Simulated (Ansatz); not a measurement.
## SrTiO₃: strain and displacement

```yaml
crystal:
  lattice:
    - [3.90500, 0.00000, 0.00000]
    - [0.00000, 3.90500, 0.00000]
    - [0.00000, 0.00000, 3.90500]
  atoms:
    - { symbol: Sr, position: [0.00000, 0.00000, 0.00000] }
    - { symbol: Ti, position: [0.50000, 0.50000, 0.50000] }
    - { symbol: O, position: [0.00000, 0.50000, 0.50000] }
    - { symbol: O, position: [0.50000, 0.00000, 0.50000] }
    - { symbol: O, position: [0.50000, 0.50000, 0.00000] }
```

Atom numbers follow the list: Sr1, Ti2, O3, O4, O5.

The cell is COD entry 7212245, as deposited and not checked against the literature; nothing was relaxed.

Theory: DFT, PBE, all-electron PAW with datasets made for the crystal, scalar-relativistic in Ansatz 0.2.0.

Settings: a Γ-centred 7×7×7 k mesh, Fermi–Dirac smearing of 0.05 eV, cutoff 540 eV (chosen by the program for this cell), no spin polarisation.

The unchanged cell is at 4.30 GPa.

Semilocal functionals give too small gaps.

x, y and z are the Cartesian axes of the cell as listed; fractional coordinates follow a strain, and an engineering shear is twice the off-diagonal strain component.

Vzz stands for the principal value of largest size of the field-gradient tensor, whatever its axis.

Spin–orbit coupling is left out, which moves gradients at and beside heavy atoms by some per cent and at worst by a factor of two.

With this change (equal xy, yz and zx engineering shear strains of -3 %), what becomes of the energy and stress and field gradients and gap?

Energy change +12 meV/atom; stress change (xx, yy, zz, yz, xz, xy) 0.22, 0.22, 0.22, 3.48, 3.48, 3.48 GPa, compression positive; Vzz in 10²¹ V/m²: Sr1 0 → -1.62 (η = 0.00), Ti2 0 → 1.29 (η = 0.00), O3 1.22 → 1.42 (η = 0.11); gap on the k mesh 1.95 → 1.79 eV.

With equal xy, yz and zx engineering shear strains of -1 %: energy change +1 meV/atom; stress change (xx, yy, zz, yz, xz, xy) 0.02, 0.02, 0.02, 1.15, 1.15, 1.15 GPa, compression positive; Vzz in 10²¹ V/m²: Sr1 0 → -0.58 (η = 0.00), Ti2 0 → 0.43 (η = 0.00), O3 1.22 → 1.24 (η = 0.07); gap on the k mesh 1.95 → 1.90 eV.

With this change (equal xy, yz and zx engineering shear strains of +2 %), what becomes of the energy and stress and field gradients and gap?

Energy change +5 meV/atom; stress change (xx, yy, zz, yz, xz, xy) 0.10, 0.10, 0.10, -2.26, -2.26, -2.26 GPa, compression positive; Vzz in 10²¹ V/m²: Sr1 0 → 1.26 (η = 0.00), Ti2 0 → -0.85 (η = 0.00), O3 1.22 → 1.31 (η = 0.21); gap on the k mesh 1.95 → 1.89 eV.

With this change (equal xy, yz and zx engineering shear strains of -2 %), what becomes of the energy and stress and field gradients and gap?

Energy change +5 meV/atom; stress change (xx, yy, zz, yz, xz, xy) 0.10, 0.10, 0.10, 2.31, 2.31, 2.31 GPa, compression positive; Vzz in 10²¹ V/m²: Sr1 0 → -1.12 (η = 0.00), Ti2 0 → 0.86 (η = 0.00), O3 1.22 → 1.31 (η = 0.10); gap on the k mesh 1.95 → 1.85 eV.

With equal xy, yz and zx engineering shear strains of +1 %: energy change +1 meV/atom; stress change (xx, yy, zz, yz, xz, xy) 0.02, 0.02, 0.02, -1.13, -1.13, -1.13 GPa, compression positive; Vzz in 10²¹ V/m²: Sr1 0 → 0.61 (η = 0.00), Ti2 0 → -0.43 (η = 0.00), O3 1.22 → 1.24 (η = 0.10); gap on the k mesh 1.95 → 1.92 eV.

With equal xy, yz and zx engineering shear strains of +3 %: energy change +11 meV/atom; stress change (xx, yy, zz, yz, xz, xy) 0.22, 0.22, 0.22, -3.37, -3.37, -3.37 GPa, compression positive; Vzz in 10²¹ V/m²: Sr1 0 → 1.94 (η = 0.00), Ti2 0 → -1.27 (η = 0.00), O3 1.22 → 1.41 (η = 0.32); gap on the k mesh 1.95 → 1.85 eV.
